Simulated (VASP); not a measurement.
# Zn (P6_3/mmc) in VASP: a series of runs, part 2 of 2

VASP 6.6.1. Earlier steps stand in the parts before.

## 4. Relaxation of cell and atoms, PBE+D3(BJ)

This run uses another cell than the first one, of 14.30 Å³/atom, 1.002 times its volume.

The input, INCAR:

```
SYSTEM = Zn
PREC = Accurate ; ENCUT = 600
EDIFF = 1E-7 ; ISMEAR = 1
SIGMA = 0.1 ; LREAL = .False.
LASPH = .True. ; NELM = 80
ALGO = Normal ; ISIF = 3
LWAVE = .False. ; LCHARG = .False.
GGA = PE ; IVDW = 12
IBRION = 2 ; NSW = 90
EDIFFG = -0.005
```

The input, KPOINTS:

```
Automatic mesh
0
Gamma
  18 18 8
  0 0 0
```

The input, POSCAR:

```
Zn                                      
1.0
    2.6245807634     -0.0000000000      0.0000000000
   -1.3122903817      2.2729536154      0.0000000000
    0.0000000000     -0.0000000000      4.7955427167
  Zn            
     2
Direct
     0.3333333332999970    0.6666666667000030    0.2500000000000000
     0.6666666667000030    0.3333333332999970    0.7500000000000000
```

Launch:

```
cat potpaw_PBE.64/Zn/POTCAR > POTCAR
mpirun -np 1 vasp_std > vasp.out
```

Wall time 1.8 min (1 thread of Intel Xeon Platinum 8259CL at 2.50GHz (Skylake/Cascade Lake), shared host); peak memory 0.23 GiB.

Results (log left out):

* Free energy: -3.0441 eV
* Relaxed volume: 14.29 Å³/atom
* Relaxed cell: a = 2.624 Å, b = 2.624 Å, c = 4.794 Å, α = 90.00°, β = 90.00°, γ = 120.00°
* Space group after relaxing (to 0.05 Å): P6_3/mmc (No. 194)
* Energy gained by relaxing: 0.0 meV/atom
* Ionic steps: 2
* Pressure after relaxing: 0.0 GPa
* Band gap on the k mesh: none (metal or under the smearing width)
* Dispersion energy per atom: -0.429 eV

Final structure:
```xyz
2
Lattice="2.6236 0.0000 0.0000 -1.3118 2.2721 0.0000 0.0000 0.0000 4.7936" Properties=species:S:1:pos:R:3 pbc="T T T"
Zn    0.0000    1.5148    1.1984
Zn    1.3118    0.7574    3.5952
```

Levels at points of the mesh, in eV from the Fermi level:
```tsv
k point	band 10	band 11	band 12	band 13	band 14	band 15
(0.00, 0.00, 0.00)	-7.34	-7.34	-4.02	-2.94	14.62	17.78
(0.50, 0.00, 0.00)	-7.13	-3.24	-2.42	2.75	3.46	4.43
(0.00, 0.00, 0.50)	-7.44	-7.44	-7.44	4.97	4.97	19.19
(0.50, 0.00, 0.50)	-7.14	-2.23	-2.23	0.06	0.06	10.64
```

Caveat: pairwise dispersion overbinds metals, which lowers pressure and volume.

## 5. Relaxation of cell and atoms, r2SCAN

This run uses another cell than the first one, of 15.33 Å³/atom, 1.074 times its volume.

The input, INCAR:

```
SYSTEM = Zn
  PREC = Accurate
  ENCUT = 600
  EDIFF = 1E-6
  ISMEAR = 1
  SIGMA = 0.1
  LREAL = .False.
  LASPH = .True.
  NELM = 80
  ALGO = Normal
  ISIF = 3
  LWAVE = .False.
  LCHARG = .False.
  METAGGA = R2SCAN
  LMIXTAU = .True.
  IBRION = 2
  NSW = 90
  EDIFFG = -0.01
```

KPOINTS is that of step 4.

The input, POSCAR:

```
Zn
1.0
    2.6700000000      0.0000000000      0.0000000000
   -1.3350000000      2.3122878281      0.0000000000
    0.0000000000      0.0000000000      4.9660000000
Zn
2
Direct
    0.3333333333      0.6666666667      0.2500000000
    0.6666666667      0.3333333333      0.7500000000
```

Launch:

```
cat potpaw_PBE.64/Zn/POTCAR > POTCAR
mpirun -np 1 vasp_std > vasp.out
```

Run time: 20 min. Hardware: 1 thread of Intel Xeon 6975P-C (Granite Rapids), shared host; peak memory 0.25 GiB.

Results (log left out):

```yaml
Free_energy: -17.8048 eV
Relaxed_volume: 14.66 Å³/atom
Relaxed_cell: a = 2.595 Å, b = 2.595 Å, c = 5.029 Å, α = 90.00°, β = 90.00°, γ = 120.00°
Space_group_after_relaxing_to_0.05_Å: P6_3/mmc (No. 194)
Energy_gained_by_relaxing: 16.0 meV/atom
Ionic_steps: 11
Pressure_after_relaxing: 0.0 GPa
Band_gap_on_the_k_mesh: none (metal or under the smearing width)
```

Stress tensor (GPa, compression positive):
```
-0.06  0.00  0.00
 0.00 -0.06  0.00
 0.00  0.00  0.03
```

Step by step:
| step | energy change (eV) | largest force (eV/Å) | pressure (GPa) | volume (Å³) |
| --- | --- | --- | --- | --- |
| 1 | 0.0000 | 0.0000 | -4.57 | 30.66 |
| 2 | -0.0312 | 0.0000 | 0.57 | 28.76 |
| 3 | -0.0313 | 0.0000 | 0.10 | 28.89 |
| 4 | -0.0313 | 0.0000 | -0.05 | 28.92 |
| 5 | -0.0313 | 0.0000 | 0.05 | 28.94 |
| 6 | -0.0315 | 0.0000 | -0.13 | 28.98 |
| 7 | -0.0318 | 0.0000 | 0.18 | 29.06 |
| 8 | -0.0319 | 0.0000 | 0.43 | 29.22 |
| 9 | -0.0320 | 0.0000 | 0.32 | 29.15 |
| 10 | -0.0320 | 0.0000 | 0.23 | 29.19 |
| 11 | -0.0320 | 0.0000 | -0.03 | 29.32 |

Final structure:
```
Zn
1.0
     2.59470    0.00000    0.00000
    -1.29735    2.24707    0.00000
     0.00000    0.00000    5.02852
Zn
2
Direct
  0.33333 0.66667 0.25000
  0.66667 0.33333 0.75000
```

Levels at points of the mesh, in eV from the Fermi level:
```csv
k point,band 8,band 9,band 10,band 11,band 12,band 13,band 14,band 15,band 16
"(0.00, 0.00, 0.00)",-7.65,-7.65,-7.47,-7.47,-4.16,-3.62,13.19,17.08,19.91
"(0.50, 0.00, 0.00)",-7.51,-7.23,-7.21,-2.97,-2.05,2.63,3.84,4.43,6.01
"(0.00, 0.00, 0.50)",-8.10,-7.55,-7.55,-7.55,-7.55,4.11,4.11,21.26,21.26
"(0.50, 0.00, 0.50)",-7.52,-7.22,-7.22,-2.05,-2.05,0.51,0.51,10.44,10.44
```

Caveat: the PAW data sets were made with another functional, which shifts forces and pressure a little.

## 6. Relaxation of cell and atoms, r2SCAN

This run uses another cell than the first one, of 14.66 Å³/atom, 1.027 times its volume.

Edit INCAR of step 5 so:

```diff
@@ -3,3 +3,3 @@
   ENCUT = 600
-  EDIFF = 1E-6
+  EDIFF = 1E-7
   ISMEAR = 1
@@ -17,2 +17,2 @@
   NSW = 90
-  EDIFFG = -0.01
+  EDIFFG = -0.005
```

KPOINTS is that of step 5.

The input, POSCAR:

```
Zn                                      
1.0
    2.5946953406      0.0000000000     -0.0000000000
   -1.2973476703      2.2470720801     -0.0000000000
   -0.0000000000     -0.0000000000      5.0285248665
  Zn            
     2
Direct
     0.3333333332999970    0.6666666667000030    0.2500000000000000
     0.6666666667000030    0.3333333332999970    0.7500000000000000
```

Potentials or basis: VASP PAW PBE potentials, release 64 (Zn).

Launch:

```
cat potpaw_PBE.64/Zn/POTCAR > POTCAR
mpirun -np 1 vasp_std > vasp.out
```

Wall time 3.8 min (1 thread of Intel Xeon 6975P-C (Granite Rapids), shared host); peak memory 0.23 GiB.

It converged, with:

```yaml
Free_energy: -17.8035 eV
Pressure_after_relaxing: 0.0 GPa
Band_gap_on_the_k_mesh: none (metal or under the smearing width)
```

Final structure:
```
CELL_PARAMETERS angstrom
2.59470 0.00000 0.00000
-1.29735 2.24707 0.00000
0.00000 0.00000 5.02852
ATOMIC_POSITIONS crystal
Zn 0.33333 0.66667 0.25000
Zn 0.66667 0.33333 0.75000
```

Levels at points of the mesh, in eV from the Fermi level:
```csv
k point,band 9,band 10,band 11,band 12,band 13,band 14,band 15,band 16
"(0.00, 0.00, 0.00)",-7.65,-7.47,-7.47,-4.16,-3.62,13.19,17.08,19.91
"(0.50, 0.00, 0.00)",-7.23,-7.21,-2.97,-2.05,2.63,3.84,4.43,6.01
"(0.00, 0.00, 0.50)",-7.55,-7.55,-7.55,-7.55,4.11,4.11,21.26,21.26
"(0.50, 0.00, 0.50)",-7.22,-7.22,-2.05,-2.05,0.51,0.51,10.44,10.44
```

Caveat: the relaxation stopped at its first step, so nothing moved; the PAW data sets were made with another functional, which shifts forces and pressure a little.

## 7. Overview

```tsv
level	gap on the mesh (eV)	pressure (GPa)
PBEsol	none	0.0
PBE+D3(BJ)	none	0.0
r2SCAN	none	0.0
```

Alike in all rows: task relaxation of cell and atoms; potentials or basis VASP PAW PBE potentials, release 64 (Zn); no spin polarisation; cell relaxed; k mesh 18 × 18 × 8; cutoff (eV) 600; smearing methfessel-paxton 0.1 eV.

Caveats: the relaxation stopped at its first step, so nothing moved (some runs); the PAW data sets were made with another functional, which shifts forces and pressure a little (some runs); pairwise dispersion overbinds metals, which lowers pressure and volume (some runs).

Total energies depend on the potentials used, so only differences within one code and one set of settings carry meaning.
